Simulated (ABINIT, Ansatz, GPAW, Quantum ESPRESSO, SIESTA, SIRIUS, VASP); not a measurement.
## NaI: 8 runs at one level of theory

```
I Na
1.0
     0.00000    3.23640    3.23640
     3.23640    0.00000    3.23640
     3.23640    3.23640    0.00000
I Na
1 1
Direct
  0.50000 0.50000 0.50000
  0.00000 0.00000 0.00000
```

Alike in all runs: task single point; functional PBEsol; k mesh 7 × 7 × 7; occupations fermi-dirac, width 0.05 eV; no spin polarisation; no spin-orbit coupling. Pressure is positive in compression and, in plane waves, holds the error of the finite cutoff, which Ansatz's Pulay term estimates and takes out.

| program and potentials | plane-wave cutoff (eV) | notes | pressure (GPa) |
| --- | --- | --- | --- |
| Ansatz, Ansatz PAW | 420 | potentials made for PBE, which Ansatz adapts in part; 13 valence electrons an atom on average | -0.51 |
| SIRIUS, PseudoDojo 0.4.1 PBEsol standard (scalar relativistic) | 1202 | 8 valence electrons an atom on average | -0.52 |
| SIESTA, files PseudoDojo sr-pbesol-0.4.1-standard, DZP (energy shift 0.003 Ry; two zetas on semicore shells) | - | atomic basis; 8 valence electrons an atom on average | -0.35 |
| GPAW, PAW data sets generated for this functional | 800 | 7 valence electrons an atom on average | -0.49 |
| VASP, PBE PAW files I, Na_pv, 520 eV | 520 | potentials made for PBE; 7 valence electrons an atom on average | -0.48 |
| Ansatz, all-electron LAPW, scalar-relativistic | - | - | -0.50 |
| ABINIT, PseudoDojo NC SR PBEsol v0.4.1 standard | 1197 | 8 valence electrons an atom on average | -0.53 |
| Quantum ESPRESSO, GBRV 1.5 PBEsol | 612 | 8 valence electrons an atom on average | -0.48 |

The pressure spans -0.53 (ABINIT, PseudoDojo NC SR PBEsol v0.4.1 standard) to -0.35 GPa (SIESTA, files PseudoDojo sr-pbesol-0.4.1-standard, DZP (energy shift 0.003 Ry; two zetas on semicore shells)), with all-electron results at -0.50. Rows in atomic bases carry the error of their basis and grid, which can be large.

The functional is the same throughout but for its coding, so the spread measures potentials, basis and numerics; runs on potential files found faulty are left out.
